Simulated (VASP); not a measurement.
# Fe in VASP: a series of runs

The runs below take Fe through relaxation of the atoms, with PBE, PBE+dDsC.

Everything below comes from runs of VASP 6.6.1. Logs are shortened: lines on timing, memory, paths and dates and some standing lists are left out, and cuts for length are marked.

## Step 1: Starting point

The cell holds a sheet with vacuum, 1 atom: a = 2.311 Å, b = 2.311 Å, c = 23.800 Å, α = 90.00°, β = 90.00°, γ = 90.00°.

The cell was built by a generator and needn't be a form met in nature.

## Step 2: Relaxation of the atoms, PBE, collinear spin, ferromagnetic start

The input, INCAR:

```
  PREC = Accurate
  ENCUT = 520
  EDIFF = 1E-6
  ISMEAR = 0
  SIGMA = 0.05
  LREAL = F
  LASPH = T
  NELM = 100
  ALGO = Fast
  ISIF = 2
  LWAVE = F
  LCHARG = F
  ISPIN = 2
  MAGMOM = 3
  LORBIT = 11
  LMAXMIX = 4
  LDIPOL = T
  IDIPOL = 3
  DIPOL = 0.5 0.5 0.294
  GGA = PE
  IBRION = 2
  NSW = 40
  EDIFFG = -0.02
```

The input, KPOINTS:

```
regular mesh
0
Gamma
  11 11 1
```

The input, POSCAR:

```
Fe
1.0
    2.3111900000      0.0000000000      0.0000000000
    0.0000000000      2.3111900000      0.0000000000
    0.0000000000      0.0000000000     23.8000000000
Fe
1
Selective dynamics
Direct
    0.0000000000      0.0000000000      0.2941200000  F F F
```

Potentials or basis: VASP PAW PBE potentials, release 64 (Fe).

Started as:

```
> cat potpaw_PBE.64/Fe/POTCAR > POTCAR
> mpirun -np 1 vasp_std > vasp.out
```

OUTCAR:

```text
PREC = Accurate
   ENCUT = 520
   EDIFF = 1E-6
   ISMEAR = 0
   LREAL = F
   LASPH = T
   NELM = 100
   ISIF = 2
   ISPIN = 2
   LORBIT = 11
   GGA = PE
   IBRION = 2
   NSW = 40
   EDIFFG = -0.02

 ion  position               nearest neighbor table
   1  0.000  0.000  0.294-

  LATTYP: Found a simple tetragonal cell.
 ALAT       =     2.3111900000
 C/A-ratio  =    10.2977254142

  Lattice vectors:

 A1 = (   2.3111900000,   0.0000000000,   0.0000000000)
 A2 = (   0.0000000000,   2.3111900000,   0.0000000000)
 A3 = (   0.0000000000,   0.0000000000,  23.8000000000)

Analysis of symmetry for initial positions (statically):
=====================================================================
 Subroutine PRICEL returns:
 Original cell was already a primitive cell.

 Routine SETGRP: Setting up the symmetry group for a
 simple tetragonal supercell.

 Subroutine GETGRP returns: Found 16 space group operations
 (whereof  8 operations were pure point group operations)
 out of a pool of 16 trial point group operations.

The static configuration has the point symmetry C_4v.
 The point group associated with its full space group is D_4h.

Analysis of symmetry for dynamics (positions and initial velocities):
=====================================================================
 Subroutine PRICEL returns:
 Original cell was already a primitive cell.

 Routine SETGRP: Setting up the symmetry group for a
 simple tetragonal supercell.

 Subroutine GETGRP returns: Found 16 space group operations
 (whereof  8 operations were pure point group operations)
 out of a pool of 16 trial point group operations.

The dynamic configuration has the point symmetry C_4v.
 The point group associated with its full space group is D_4h.

Analysis of constrained symmetry for selective dynamics:
=====================================================================
 Subroutine PRICEL returns:
 Original cell was already a primitive cell.

 Routine SETGRP: Setting up the symmetry group for a
 simple tetragonal supercell.

 Subroutine GETGRP returns: Found 16 space group operations
 (whereof  8 operations were pure point group operations)
 out of a pool of 16 trial point group operations.

The constrained configuration has the point symmetry C_4v.
 The point group associated with its full space group is D_4h.

Analysis of structural, dynamic, and magnetic symmetry:
=====================================================================
 Subroutine PRICEL returns:
 Original cell was already a primitive cell.

 Routine SETGRP: Setting up the symmetry group for a
 simple tetragonal supercell.

 Subroutine GETGRP returns: Found 16 space group operations
 (whereof  8 operations were pure point group operations)
 out of a pool of 16 trial point group operations.

The overall configuration has the point symmetry C_4v.
 The point group associated with its full space group is D_4h.

 Subroutine INISYM returns: Found 16 space group operations
 (whereof  8 operations are pure point group operations),
 and found     1 'primitive' translations

----------------------------------------------------------------------------------------

                                     Primitive cell

  volume of cell :     127.1301

  direct lattice vectors                    reciprocal lattice vectors
     2.311190000  0.000000000  0.000000000     0.432677538  0.000000000  0.000000000
     0.000000000  2.311190000  0.000000000     0.000000000  0.432677538  0.000000000
     0.000000000  0.000000000 23.800000000     0.000000000  0.000000000  0.042016807

  length of vectors
     2.311190000  2.311190000 23.800000000     0.432677538  0.432677538  0.042016807

  position of ions in fractional coordinates (direct lattice)
     0.000000000  0.000000000  0.294120000

  ion indices of the primitive-cell ions
   primitive index   ion index
                 1           1

----------------------------------------------------------------------------------------

 KPOINTS: regular mesh

[... 48 lines left out ...]
   dimension x,y,z NGX =    18 NGY =   18 NGZ =  180
   dimension x,y,z NGXF=    36 NGYF=   36 NGZF=  360
   ions per type =               1
   NGX,Y,Z   is equivalent  to a cutoff of  12.95, 12.95, 12.57 a.u.
   NGXF,Y,Z  is equivalent  to a cutoff of  25.90, 25.90, 25.15 a.u.
 SYSTEM =  unknown system
   PREC   = accura    normal or accurate (medium, high low for compatibility)
   ISTART =      0    job   : 0-new  1-cont  2-samecut
   ICHARG =      2    charge: 1-file 2-atom 10-const
   ISPIN  =      2    spin polarized calculation?
   LNONCOLLINEAR =      F non collinear calculations
   LSORBIT =      F    spin-orbit coupling
   LASPH  =      T    aspherical Exc in radial PAW
   ENCUT  =  520.0 eV  38.22 Ry    6.18 a.u.   4.30  4.30 44.25*2*pi/ulx,y,z
   NELM   =    100;   NELMIN=  2; NELMDL= -5     # of ELM steps
   EDIFF  = 0.1E-05   stopping-criterion for ELM
   LREAL  =      F    real-space projection
   EDIFFG = -.2E-01   stopping-criterion for IOM
   NSW    =     40    number of steps for IOM
   IBRION =      2    ionic relax: 0-MD 1-quasi-New 2-CG
   NFREE  =      1    steps in history (QN), initial steepest desc. (CG)
   ISIF   =      2    stress and relaxation
   ISYM   =      2    0-nonsym 1-usesym 2-fastsym
   POTIM  = 0.5000    time-step for ionic-motion
   TEBEG  =    0.0;   TEEND  =   0.0 temperature during run
   PSTRESS=    0.0 pullay stress
   NELECT =       8.0000    total number of electrons
   NUPDOWN=      -1.0000    fix difference up-down
   EMIN   =  10.00;   EMAX   =-10.00  energy-range for DOS
   EFERMI =   0.00;   METHOD = LEGACY
   ISMEAR =     0;   SIGMA  =   0.05  broadening in eV -4-tet -1-fermi 0-gaus
   EFERMI_NEDOS =   21; number of points for ismear=-14 and -15
   IALGO  =     68    algorithm
   IMIX   =      4    mixing-type and parameters
     AMIX     =   0.40;   BMIX     =  1.00
     AMIX_MAG =   1.60;   BMIX_MAG =  1.00
  volume/ion in A,a.u.               =     127.13       857.92
  Fermi-wavevector in a.u.,A,eV,Ry     =   0.651162  1.230517  5.769025  0.424011
  Thomas-Fermi vector in A             =   1.720673
   LORBIT       =     11    0 simple, 1 ext, 2 COOP (PROOUT), +10 PAW based schemes
   GGA     = PE    functional components
   LHFCALC =     F    Hartree Fock is set to
   AEXX    =    0.0000 exact exchange contribution
   IVDW    =     0    specifies the selected vdW correction
   LEPSILON=     F    determine dielectric tensor
   LRPA    =     F    only Hartree local field effects (RPA)
 conjugate gradient relaxation of ions
 spin polarized calculation
 RMM-DIIS sequential band-by-band and
 Gauss-broadening in eV      SIGMA  =   0.05
  energy-cutoff  :      520.00
  volume of cell :      127.13
 maximum number of plane-waves:      3461
 NGX is ok and might be reduce to    18
   NGX =  9   NGY =  9   NGZ = 89

 dipolmoment           0.000000      0.000000      0.000017 electrons x Angstroem

 number of electron       7.9999996 magnetization       2.7442746

 dipolmoment           0.000000      0.000000     -0.000004 electrons x Angstroem

 Free energy of the ion-electron system (eV)
  ---------------------------------------------------
  ext. energy  EPLUGINS =         0.00000000
  ---------------------------------------------------
  free energy    TOTEN  =        -6.41281217 eV

  energy without entropy =       -6.41161581  energy(sigma->0) =       -6.41221399

 E-fermi :  -3.6242     XC(G=0):  -1.9947

 val. band max:       -3.7134953073   @ k =   0.3636   0.0909   0.0000
 cond. band min:      -3.6075762456   @ k =   0.4545   0.3636   0.0000
 fundamental gap:      0.1059190618
 Fermi energy:        -3.6242396568

 spin component 1

 k-point     1 :       0.0000    0.0000    0.0000
  band No.  band energies     occupation
      1      -9.4435      1.00000
      2      -7.4702      1.00000
      3      -6.5594      1.00000
      4      -4.5266      1.00000
      5      -4.5266      1.00000
      6      -3.8660      1.00000
      7      -3.5604      0.03541
      8       0.5958      0.00000
      9       1.0715      0.00000
     10       1.1687      0.00000
[... 248 lines left out ...]
 k-point    21 :       0.4545    0.4545    0.0000
  band No.  band energies     occupation
      1      -8.1347      1.00000
      2      -6.2757      1.00000
      3      -6.2394      1.00000
      4      -5.0769      1.00000
      5      -2.7148      0.00000
      6       3.5686      0.00000
      7       4.8094      0.00000
      8       8.7427      0.00000
      9       9.6399      0.00000
     10      10.6730      0.00000
 Fermi energy:        -3.6242396568

 spin component 2

 k-point     1 :       0.0000    0.0000    0.0000
  band No.  band energies     occupation
      1      -8.8240      1.00000
      2      -5.7148      1.00000
      3      -3.9887      1.00000
      4      -3.1990      0.00000
      5      -1.8179      0.00000
      6      -1.8179      0.00000
      7      -0.7186      0.00000
      8       0.6710      0.00000
      9       1.0197      0.00000
     10       1.2163      0.00000
[... 248 lines left out ...]
 k-point    21 :       0.4545    0.4545    0.0000
  band No.  band energies     occupation
      1      -6.1217      1.00000
      2      -3.9292      1.00000
      3      -3.8741      1.00000
      4      -1.7110      0.00000
      5      -0.5034      0.00000
      6       4.1975      0.00000
      7       5.3817      0.00000
      8       9.3286      0.00000
      9      10.4044      0.00000
     10      11.0334      0.00000

------------------------ aborting loop because EDIFF is reached ----------------------------------------

 vacuum level on the upper side and lower side of the slab       (xc-potential included)        -0.136        -0.201

  FORCE on cell =-STRESS in cart. coord.  units (eV):
  Direction    XX          YY          ZZ          XY          YZ          ZX
  --------------------------------------------------------------------------------------
  -------------------------------------------------------------------------------------
  Total       -0.0156348     -0.0156348     -0.0006441      0.0000000      0.0000000     -0.0000000
  in kB       -0.1970402     -0.1970402     -0.0081178      0.0000000      0.0000000     -0.0000000
  external PRESSURE =      -0.1340661 kB  Pullay stress =       0.0000000 kB

 VOLUME and BASIS-vectors are now :
 -----------------------------------------------------------------------------
  energy-cutoff  :      520.00
  volume of cell :      127.13
      direct lattice vectors                 reciprocal lattice vectors
     2.311190000  0.000000000  0.000000000     0.432677538  0.000000000  0.000000000
     0.000000000  2.311190000  0.000000000     0.000000000  0.432677538  0.000000000
     0.000000000  0.000000000 23.800000000     0.000000000  0.000000000  0.042016807

 POSITION                                       TOTAL-FORCE (eV/Angst)
 -----------------------------------------------------------------------------------
      0.00000      0.00000      7.00006         0.000000      0.000000     -0.000000
 -----------------------------------------------------------------------------------
    total drift:                                0.000000      0.000000     -0.000069

  FREE ENERGIE OF THE ION-ELECTRON SYSTEM (eV)
  ---------------------------------------------------
  free  energy   TOTEN  =        -6.4128121675 eV

  energy  without entropy=       -6.4116158146  energy(sigma->0) =       -6.41221399

 reached required accuracy - stopping structural energy minimisation

 vacuum level on the upper side and lower side of the slab         0.836         0.885

 total charge

# of ion       s       p       d       tot
------------------------------------------
    1        0.502   0.311   6.240   7.053

 magnetization (x)

# of ion       s       p       d       tot
------------------------------------------
    1        0.028  -0.004   2.657   2.681
```

Wall time 64 s (1 thread of Intel Xeon Platinum 8559C (Emerald Rapids), shared host); peak memory 0.27 GiB.

Results:

```
Free energy                                           : -6.4128 eV
Band gap on the k mesh                                : none (metal or under the smearing width)
Net moment                                            : 2.74 μB per cell
Site moments                                          : Fe +2.68 μB
Valence electrons inside the program's atomic spheres : Fe 7.05
```

Final structure:
```
CELL_PARAMETERS angstrom
2.31119 0.00000 0.00000
0.00000 2.31119 0.00000
0.00000 0.00000 23.80000
ATOMIC_POSITIONS crystal
Fe 0.00000 0.00000 0.29412
```

Caveat: the relaxation stopped at its first step, so nothing moved.

## Step 3: Relaxation of the atoms, PBE+dDsC, collinear spin, ferromagnetic start

The input, INCAR:

```
SYSTEM = Fe
PREC     = Accurate       ! precision mode
ENCUT    = 520            ! plane-wave cutoff, eV
EDIFF    = 1E-6           ! SCF threshold, eV
ISMEAR   = 0              ! smearing method
SIGMA    = 0.05           ! smearing width, eV
LREAL    = .FALSE.        ! projectors in reciprocal space
LASPH    = .TRUE.         ! aspherical terms in the spheres
NELM     = 150            ! most SCF steps
ALGO     = Fast           ! electronic algorithm
ISIF     = 2              ! what is computed and relaxed
LWAVE    = .FALSE.        ! write WAVECAR
LCHARG   = .FALSE.        ! write CHGCAR
ISPIN    = 2              ! spin polarisation
MAGMOM   = 3              ! initial moments
LORBIT   = 11             ! projections on sites
LMAXMIX  = 4              ! l up to which the mixer works
LDIPOL   = .TRUE.       
IDIPOL   = 3            
DIPOL    = 0.5 0.5 0.294
GGA      = PE             ! functional
IVDW     = 4              ! dispersion correction
IBRION   = 2              ! ionic algorithm
NSW      = 60             ! ionic steps
EDIFFG   = -0.01          ! ionic threshold
```

The input, KPOINTS:

```
Automatic mesh
0
G
  11 11 1
  0 0 0
```

POSCAR is that of step 2.

Potentials or basis: VASP PAW PBE potentials, release 64 (Fe).

Started as:

```
> cat potpaw_PBE.64/Fe/POTCAR > POTCAR
> mpirun -np 1 vasp_std > vasp.out
```

It took 61 s on 1 thread of Intel Xeon Platinum 8559C (Emerald Rapids), shared host; peak memory 0.29 GiB.

It converged, with:

| Property | Result |
| --- | --- |
| Free energy | -6.5898 eV |
| Band gap on the k mesh | none (metal or under the smearing width) |
| Net moment | 2.74 μB per cell |
| Site moments | Fe +2.68 μB |
| Valence electrons inside the program's atomic spheres | Fe 7.05 |
| Dispersion energy per atom | -0.177 eV |

Final structure:
```yaml
crystal:
  lattice:
    - [2.31119, 0.00000, 0.00000]
    - [0.00000, 2.31119, 0.00000]
    - [0.00000, 0.00000, 23.80000]
  atoms:
    - { symbol: Fe, position: [0.00000, 0.00000, 0.29412] }
```

Levels at points of the mesh, in eV from the Fermi level:
Spin up:
```tsv
k point	band 4	band 5	band 6	band 7	band 8	band 9
(0.00, 0.00, 0.00)	-0.90	-0.90	-0.24	0.06	4.22	4.70
```
Spin down:
```
           k point  band 1  band 2  band 3  band 4  band 5  band 6  band 7  band 8
(0.00, 0.00, 0.00)   -5.20   -2.09   -0.36    0.43    1.81    1.81    2.91    4.30
```

Caveat: the relaxation stopped at its first step, so nothing moved.

## Step 4: For comparison

An earlier run on the cell as given: functional PBE; potentials or basis VASP PAW PBE potentials, release 64 (Fe); cutoff 520 eV; k mesh 11 × 11 × 1; occupations fermi-dirac, width 0.05 eV; collinear spin, ferromagnetic start; starting moments [3.0] μB.

- Band gap on the k mesh: none (metal or under the smearing width)
- Net moment: 2.73 μB per cell
- Site moments: Fe +2.67 μB
- Valence electrons inside the program's atomic spheres: Fe 7.05

## Step 5: Summary

| task | level | cell | smearing | atoms held fixed (from 0) | gap on the mesh (eV) | moment (μB) |
| --- | --- | --- | --- | --- | --- | --- |
| relaxation of the atoms | PBE | atoms relaxed | gaussian 0.05 eV | [0] | none | 2.74 |
| relaxation of the atoms | PBE+dDsC | atoms relaxed | gaussian 0.05 eV | [0] | none | 2.74 |
| single point | PBE | as given | fermi-dirac 0.05 eV | - | none | 2.73 |

Alike in all rows: potentials or basis VASP PAW PBE potentials, release 64 (Fe); spin collinear, ferromagnetic start; k mesh 11 × 11 × 1; cutoff (eV) 520.

Caveats: the relaxation stopped at its first step, so nothing moved (some runs).

Total energies depend on the potentials used, so only differences within one code and one set of settings carry meaning.
